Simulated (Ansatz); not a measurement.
Stackings of close-packed layers of CaSe (capitals for Ca, lower case for the other element), each relaxed to a stress under 0.05 GPa; energies count from the stacking AcBaCb (Fm-3m).

Method: Ansatz, DFT PBE, scalar-relativistic, plane waves, PAW.

Cutoff 420 eV; k points 9×9×6 on the computed 4-atom cell (Γ-centred); Gaussian smearing, width 0.02 eV; no spin polarisation.

Start (AbAc):

```
CELL_PARAMETERS angstrom
4.21367 0.00000 0.00000
-2.10683 3.64914 0.00000
0.00000 0.00000 6.88085
ATOMIC_POSITIONS crystal
Ca 0.00000 0.00000 0.00000
Se 0.33333 0.66667 0.25000
Ca 0.00000 0.00000 0.50000
Se 0.66667 0.33333 0.75000
```

Question: What does the relaxation give?

Answer: The free energy falls by 18 meV/atom.

- excess energy (meV/atom): 69.1
- spacing of like layers (Å): 3.599
- a (Å): 4.148
- gap on the mesh (eV): 2.25

Relaxed structure:
```
CELL_PARAMETERS angstrom
4.14804 0.00000 0.00000
-2.07402 3.59231 0.00000
0.00000 0.00000 7.19846
ATOMIC_POSITIONS crystal
Ca 0.00000 0.00000 0.00000
Se 0.33333 0.66667 0.25000
Ca 0.00000 0.00000 0.50000
Se 0.66667 0.33333 0.75000
```

An odd mesh misses points on the zone edge, so a gap read on it can be too wide.

Time: 9.5 s on 1 thread of AMD EPYC 9R45 96-Core Processor (Zen 5) (shared host), peak memory 0.51 GiB.